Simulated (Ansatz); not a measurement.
# LiCl (Fm-3m) in Ansatz: further runs, part 2 of 2

Ansatz 0.2.0.

### 3 Relaxation of cell and atoms, BLYP+D4

Input file input.yaml:

```yaml
crystal:
  lattice:
    - [0.0, 2.56477, 2.56477]
    - [2.56477, 0.0, 2.56477]
    - [2.56477, 2.56477, 0.0]
  atoms:
    - { symbol: Cl, position: [0.5, 0.5, 0.5] }
    - { symbol: Li, position: [0.0, 0.0, 0.0] }
hamiltonian:
  xc: blyp
  pseudopotentials: { kind: paw }
  dispersion: d4
kpoints:
  mp_grid: { grid: [9, 9, 9] }
scf:
  occupations: { method: fermi_dirac, width: 0.05 }
output:
  forces: true
  stress: true
relax:
  f_tol: 0.01
  max_steps: 40
  cell: { stress_tol: 0.05 }
```

Potentials or basis: Ansatz PAW.

Command:

```console
ansatz run input.yaml --threads 2 --pin off --max-ram 5632MiB --backend cpu --events-out ev --progress --plain --runs-dir out
```

Standard output:

```text
Warning: RAYON_NUM_THREADS=2 ignored (pool sized by the plan → 2); use --threads N
Engine: ansatz 0.2.0, aarch64-unknown-linux-gnu
Pseudopotentials: kind: paw
Pseudopotential: Cl, paw, valence charge 7, recommended cutoff 420 eV (normal), Cl.paw.azcp
Pseudopotential: Li, paw, valence charge 3, recommended cutoff 420 eV (normal), Li.paw.azcp
Functional definition: BLYP
  parameter beta = 0.0042
  parameter a = 0.04918
  parameter b = 0.132
  parameter c = 0.2533
  parameter d = 0.349
  exchange = b88_x(beta = beta)
  correlation = lyp_c(a = a, b = b, c = c, d = d)
Crystal: 2 atoms, lattice volume = 33.742 Å³
Basis set: ecut = 420 eV, 645 PW (Γ), exchange–correlation on 50×50×50 points (8 copies of the dense FFT grid, shifted against one another)
Bands: 9, of which v1, the nominal top of the filled ones, is band 5 counted from 1 (4 counted from 0)
Symmetry: 48 space group operations
Space group: Fm-3m (ITA 225), of the structure as read, at distance tolerance 3.2e-5 Å
k-points: 35 of 729
Non-local potential: Cl, projectors of the file, l = 0: 2, l = 1: 2, l = 2: 2
Non-local potential: Li, projectors of the file, l = 0: 3, l = 1: 2, l = 2: 1
PAW form: soft (Blöchl's): semilocal exchange-correlation on the pseudo side does not see the compensation charge
PAW frozen core: Cl, regenerated for the run's functional, and the local potential with it (the file was generated under x = pbe(κ = 0.804, μ = 0.2195149727645171), c = pbe(β = 0.06672455060314922))
PAW one-centre angular grid: Cl, 110 points (default); XC on 64 Gauss nodes
PAW one-centre angular grid: Li, 110 points (default); XC on 96 Gauss nodes
Initial density: superposition of atomic densities (neutral atoms: chi_scale 0, normalization atom), corrected by the library's trained network
Initial wavefunctions: pseudopotential atomic-orbital guess
Functional: x = b88, c = lyp
SCF iter   1: F=—  HF=-1293.818885 eV  |F-HF|=—  |Δ(HF+E_count)|=         —  Δρ=5.66e-3  dr2=1.16e-2  ethr=1.77e-3  ⟨swp⟩=6.3  Hψ=2265  notcnv=0
preconditioner: auto → none  [insulator: Δε(μ)=6.529 eV  Ē_g=14.240 eV  σ=0.050 eV  W_gap=1.00  n_scr=8 (ndim 8)  ℏωp=18.1 eV  f_vac=0.000  D(μ)=0.00/eV (n_scr^D=0)  ε∞_Penn≈2.6]
SCF iter   2: F=—  HF=-1293.815100 eV  |F-HF|=—  |Δ(HF+E_count)|=   3.78e-3  Δρ=1.05e-3  dr2=2.81e-4  ethr=1.16e-4  ⟨swp⟩=2.6  Hψ=852  notcnv=0
SCF iter   3: F=—  HF=-1293.815024 eV  |F-HF|=—  |Δ(HF+E_count)|=   7.63e-5  Δρ=5.27e-4  dr2=3.55e-5  ethr=2.81e-6  ⟨swp⟩=2.4  Hψ=418  notcnv=0
SCF iter   4: F=—  HF=-1293.815057 eV  |F-HF|=—  |Δ(HF+E_count)|=   3.34e-5  Δρ=3.61e-5  dr2=3.87e-7  ethr=3.55e-7  ⟨swp⟩=2.6  Hψ=483  notcnv=0
iter 5 did not close the SCF: its close was put off for the readings that it lacked (scf_convergence_deferred on its scf_iter line)
SCF iter   5: F=-1293.815058 eV  HF=-1293.815058 eV  |F-HF|=8.08e-9  |Δ(HF+E_count)|=   1.23e-7  Δρ=4.23e-6  dr2=2.95e-9  ethr=3.87e-9  ⟨swp⟩=2.0  Hψ=438  notcnv=0
SCF iter   6: F=-1293.815058 eV  HF=-1293.815058 eV  |F-HF|=6.37e-12  |Δ(HF+E_count)|=   9.54e-9  Δρ=2.66e-7  dr2=1.98e-11  ethr=2.95e-11  ⟨swp⟩=1.6  Hψ=918  notcnv=0
SCF 1 converged in 6 iterations: F = -1293.815058 eV  dr2 = 1.98e-11
relax step   1: F+E_penalty+E_count = -1293.81505762 eV  Δ(F+E_penalty+E_count) = +0.000e0 eV  max|allowed force component| = 3.846e-30 eV/Å  Δτ_max = 0.0000 Å  P = -0.542 GPa  Ω = 33.742 Å³  (6 SCF iters, dr2 threshold 1.00e-7 eV, accepted)
Crystal: 2 atoms, lattice volume = 33.368 Å³
Initial density: handed on by an earlier stage of this run
Initial wavefunctions: those handed on with the density
iter 1 solved again at ethr=2.47e-7 eV; its pass at ethr=3.10e-3 eV (dr2=2.47e-5 eV) is discarded
SCF iter   1: F=—  HF=-1293.815890 eV  |F-HF|=—  |Δ(HF+E_count)|=         —  Δρ=2.52e-4  dr2=2.44e-5  ethr=2.47e-7  ⟨swp⟩=2.3  Hψ=2594  notcnv=0
preconditioner: auto → none  [insulator: Δε(μ)=6.532 eV  Ē_g=14.237 eV  σ=0.050 eV  W_gap=1.00  n_scr=8 (ndim 8)  ℏωp=18.2 eV  f_vac=0.000  D(μ)=0.00/eV (n_scr^D=0)  ε∞_Penn≈2.6]
SCF iter   2: F=—  HF=-1293.815907 eV  |F-HF|=—  |Δ(HF+E_count)|=   1.68e-5  Δρ=1.18e-4  dr2=5.44e-6  ethr=2.44e-7  ⟨swp⟩=1.0  Hψ=315  notcnv=0
SCF iter   3: F=-1293.815905 eV  HF=-1293.815905 eV  |F-HF|=1.25e-8  |Δ(HF+E_count)|=   2.25e-6  Δρ=8.77e-6  dr2=2.80e-8  ethr=2.00e-9  ⟨swp⟩=3.3  Hψ=1161  notcnv=0
SCF 2 converged in 3 iterations: F = -1293.815905 eV  dr2 = 2.80e-8
relax step   2: F+E_penalty+E_count = -1293.81590504 eV  Δ(F+E_penalty+E_count) = -8.474e-4 eV  max|allowed force component| = 4.191e-31 eV/Å  Δτ_max = 0.0000 Å  P = -0.165 GPa  Ω = 33.368 Å³  energy of the carried Pulay correction = +1.685e-5 eV  (3 SCF iters, dr2 threshold 2.00e-7 eV, accepted)
Crystal: 2 atoms, lattice volume = 33.206 Å³
iter 1 solved again at ethr=5.03e-8 eV; its pass at ethr=3.10e-3 eV (dr2=5.03e-6 eV) is discarded
SCF iter   1: F=—  HF=-1293.815969 eV  |F-HF|=—  |Δ(HF+E_count)|=         —  Δρ=1.14e-4  dr2=4.94e-6  ethr=5.03e-8  ⟨swp⟩=2.3  Hψ=2507  notcnv=0
preconditioner: auto → none  [insulator: Δε(μ)=6.563 eV  Ē_g=14.263 eV  σ=0.050 eV  W_gap=1.00  n_scr=8 (ndim 8)  ℏωp=18.2 eV  f_vac=0.000  D(μ)=0.00/eV (n_scr^D=0)  ε∞_Penn≈2.6]
SCF iter   2: F=—  HF=-1293.815994 eV  |F-HF|=—  |Δ(HF+E_count)|=   2.47e-5  Δρ=5.32e-5  dr2=1.09e-6  ethr=4.94e-8  ⟨swp⟩=2.0  Hψ=482  notcnv=0
SCF iter   3: F=-1293.815993 eV  HF=-1293.815993 eV  |F-HF|=1.81e-8  |Δ(HF+E_count)|=   4.01e-7  Δρ=7.92e-6  dr2=2.70e-8  ethr=6.80e-10  ⟨swp⟩=3.0  Hψ=1125  notcnv=0
SCF 3 converged in 3 iterations: F = -1293.815993 eV  dr2 = 2.70e-8
relax step   3: F+E_penalty+E_count = -1293.81599322 eV  Δ(F+E_penalty+E_count) = -8.818e-5 eV  max|allowed force component| = 1.533e-30 eV/Å  Δτ_max = 0.0000 Å  P = +0.005 GPa  Ω = 33.206 Å³  energy of the carried Pulay correction = +2.416e-5 eV  (3 SCF iters, dr2 threshold 6.80e-8 eV, accepted)
Initial wavefunctions: pseudopotential atomic-orbital guess (no wavefunctions were taken with the density)
iter 1 solved again at ethr=4.61e-6 eV; its pass at ethr=3.10e-3 eV (dr2=4.61e-4 eV) is discarded
SCF iter   1: F=—  HF=-1293.815940 eV  |F-HF|=—  |Δ(HF+E_count)|=         —  Δρ=1.43e-5  dr2=4.91e-8  ethr=4.61e-6  ⟨swp⟩=1.7  Hψ=2908  notcnv=0
eigensolver tolerance schedule: the retry pair's looser diagonalisation over-reported the residual by 9396.11 of it (diagonalisation noise at an unbounded share of the residual, at the tolerance the schedule requests for it); recorded, not acted on — ethr = c·dr2/N_el stays at c = 1.0e-1
preconditioner: auto → none  [insulator: Δε(μ)=6.564 eV  Ē_g=14.264 eV  σ=0.050 eV  W_gap=1.00  n_scr=8 (ndim 8)  ℏωp=18.2 eV  f_vac=0.000  D(μ)=0.00/eV (n_scr^D=0)  ε∞_Penn≈2.6]
SCF iter   2: F=—  HF=-1293.815971 eV  |F-HF|=—  |Δ(HF+E_count)|=   3.06e-5  Δρ=4.89e-6  dr2=5.15e-9  ethr=4.91e-10  ⟨swp⟩=3.2  Hψ=617  notcnv=0
SCF iter   3: F=—  HF=-1293.815971 eV  |F-HF|=—  |Δ(HF+E_count)|=   1.74e-9  Δρ=2.33e-6  dr2=6.11e-10  ethr=5.15e-11  ⟨swp⟩=2.4  Hψ=434  notcnv=0
SCF iter   4: F=—  HF=-1293.815971 eV  |F-HF|=—  |Δ(HF+E_count)|=   2.00e-9  Δρ=3.31e-7  dr2=2.28e-11  ethr=6.11e-12  ⟨swp⟩=2.1  Hψ=436  notcnv=0
SCF iter   5: F=-1293.815971 eV  HF=-1293.815971 eV  |F-HF|=9.09e-13  |Δ(HF+E_count)|=  1.36e-11  Δρ=1.33e-7  dr2=2.56e-12  ethr=1.00e-12  ⟨swp⟩=5.0  Hψ=1078  notcnv=0
SCF 4 converged in 5 iterations: F = -1293.815971 eV  dr2 = 2.56e-12
relax step   4: F+E_penalty+E_count = -1293.81597065 eV  Δ(F+E_penalty+E_count) = +2.256e-5 eV  max|allowed force component| = 1.668e-30 eV/Å  Δτ_max = 0.0000 Å  P = +0.005 GPa  Ω = 33.206 Å³  stress off target by 4.63e-3 GPa  SCF on the basis re-selected at this cell (its energy is not comparable with the rows above)  (5 SCF iters)
basis re-selected at this cell: Δ(F+E_penalty+E_count) = +2.256e-5 eV, ΔP = +0.000 GPa vs the last step (what re-selecting the basis moved, of the pressure what is left beyond the Pulay correction that the steps carried, after the strain that the cell walked since its last selection, with what the two solves' SCF thresholds leave and, on support functions, any second-order correction that the steps lacked; it is no measure of the basis error at this ecutwfc). This SCF's stress stands 4.63e-3 GPa from its target on what of the cell is left free (relax.cell.stress_tol is 5.00e-2 GPa) and its largest allowed force component is 1.67e-30 eV/Å (relax.f_tol is 1.00e-2 eV/Å): within both
SCF converged after 5 iterations
Free energy (F): -1293.815971 eV
Harris-Foulkes:  -1293.815971 eV  (|F-HF|=9.09e-13)
Internal energy: -1293.815971 eV  (E = F + TS)
E sigma→0 (E₀):  -1293.815971 eV
Fermi energy:    5.521533 eV
--- Per-component energies (eV) ---
  E_band       = -100.081314
  E_kinetic    = 184.916479
  E_local      = -323.864948  (includes V_loc(G=0)·N_el)
  E_nonlocal   = -3.830103
  E_hartree    = 94.314178
  E_xc         = -117.620944
  E_vxc        = -135.011731  (∫ρ·V_xc dr)
  E_paw        = -687.452267  (= ΣΔE_a)
  E_vpaw       = -10.919447  (= ΣTr[D̂ρ^β])
  E_aug_tail   = 0.000090  (compensation charges beyond the density's cutoff)
  E_ewald      = -439.831547
  E_disp       = -0.465423  (pairwise vdW)
  E_core_change = 0.018514  (= ΣΔE_core)
  E_smearing   = -0.000000  (= −TS)
  E_closure    = 0.000000  (closes the sum)
  Σ components = -1293.815971   (vs F -1293.815971, Δ=0.00e0)
--- Forces (eV/Å), atoms counted from 1 ---
  atom   1  Cl     0.00000000    -0.00000000    -0.00000000
  atom   2  Li    -0.00000000     0.00000000     0.00000000
  max |Σ_I F_I| component: 2.97e-30 eV/Å
--- Stress (GPa, compression-positive) ---
        0.004628      -0.000000      -0.000000
       -0.000000       0.004628      -0.000000
       -0.000000      -0.000000       0.004628
  P = ⅓ Tr σ = 0.0046 GPa (0.046 kbar)
--- Relaxed structure (3 steps of the walk, 3 accepted, 1 SCFs on fresh bases) ---
  F+E_penalty+E_count = -1293.81597065 eV   max|allowed force component| = 1.668e-30 eV/Å   (the final SCF, on the basis selected at the relaxed cell)
  cell:  # Å, volume = 33.2061 Å³
    - [1.1337202773192687e-33, 2.551111205677479, 2.551111205677479]
    - [2.551111205677479, -4.522142679194834e-34, 2.551111205677479]
    - [2.551111205677479, 2.551111205677479, -1.3375351586350914e-34]
  atoms:
    - { symbol: Cl, position: [0.5, 0.5, 0.5] }
    - { symbol: Li, position: [3.324373085283159e-36, -4.888783948949976e-36, -4.1065785171171446e-36] }
```

Wall time 2.1 s (2 threads of Arm Neoverse V1, shared host); peak memory 0.28 GiB.

Results:

| Quantity | Value |
| --- | --- |
| Free energy | -1293.8160 eV |
| Relaxed volume | 16.60 Å³/atom |
| Relaxed cell | a = 3.608 Å, b = 3.608 Å, c = 3.608 Å, α = 60.00°, β = 60.00°, γ = 60.00° |
| Space group after relaxing (to 0.05 Å) | Fm-3m (No. 225) |
| Energy gained by relaxing | 0.5 meV/atom |
| Ionic steps | 4 |
| Pressure after relaxing | 0.0 GPa |
| Band gap on the k mesh | 6.56 eV |

Step by step:
```csv
step,energy change (eV),largest force (eV/Å),volume (Å³)
1,0.0000,0.0000,33.74
2,-0.0008,0.0000,33.37
3,-0.0009,0.0000,33.21
4,-0.0009,0.0000,33.21
```

Final structure:
```
Cl Li
1.0
     0.00000    2.55111    2.55111
     2.55111    0.00000    2.55111
     2.55111    2.55111    0.00000
Cl Li
1 1
Direct
  0.50000 0.50000 0.50000
  0.00000 0.00000 0.00000
```

Caveat: odd divisions of the mesh miss points on the zone boundary, where band edges often lie, so the gap on the mesh can be too wide; the plane-wave basis is chosen anew once the cell has moved, so the energies of steps on either side of that aren't comparable; the PAW data sets come from PBE, with cores solved anew for the run's functional, which leaves a small shift of forces and pressure. A k mesh can miss the band edges.
